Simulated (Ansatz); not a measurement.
# Lu: frozen-core PAW against all-electron methods

```
Lu
1.0
     3.50990   -0.01755    0.00000
    -1.77015    3.04844    0.00000
     0.00000    0.00000    5.56660
Lu
2
Direct
  0.33333 0.66667 0.25000
  0.66667 0.33333 0.75000
```

Atoms are numbered in the order listed.

Conventional cell: a = 3.495 Å, b = 5.567 Å, c = 3.510 Å, α = 90.00°, β = 119.57°, γ = 90.00°. Lu (atom 1) is surrounded by 12 Lu at 3.44 to 3.53 Å.

The cell is COD entry 1538083, as deposited and not checked against the literature; nothing was relaxed. The listed cell was then made from it by scaling, straining or moving an atom.

Spin–orbit coupling is left out, though it moves levels of the heavy atoms by tenths of an eV or more.

All numbers are computed: DFT, PBE, PAW with Ansatz's default frozen-core files, scalar-relativistic (Ansatz 0.2.0); DFT, PBE, all-electron LAPW, scalar-relativistic (Ansatz 0.2.0).

For PAW: a Γ-centred 13×13×8 k mesh, Fermi–Dirac smearing of 0.03 eV, cutoff 420 eV, no spin polarisation. LAPW targets a basis error of 0.5 meV/atom. The Ansatz runs share mesh, smearing and spin set-up. Plane-wave (PAW) pressures include the program's estimate of the Pulay term.

Stress and pressure are positive in compression.

The change that made this cell: xy engineering shear strain of -1 %.

```json
{"quantity": "pressure (GPa)", "PAW": "-0.90", "LAPW": "-0.89"}
{"quantity": "stress xx (GPa)", "PAW": "-0.53", "LAPW": "-0.53"}
{"quantity": "stress zz (GPa)", "PAW": "-1.63", "LAPW": "-1.63"}
{"quantity": "stress xy (GPa)", "PAW": "0.32", "LAPW": "0.32"}
{"quantity": "force on Lu1, x (eV/Å)", "PAW": "0.013", "LAPW": "0.013"}
```

PAW's pressure differs from the LAPW value by about 0.01 GPa or less.
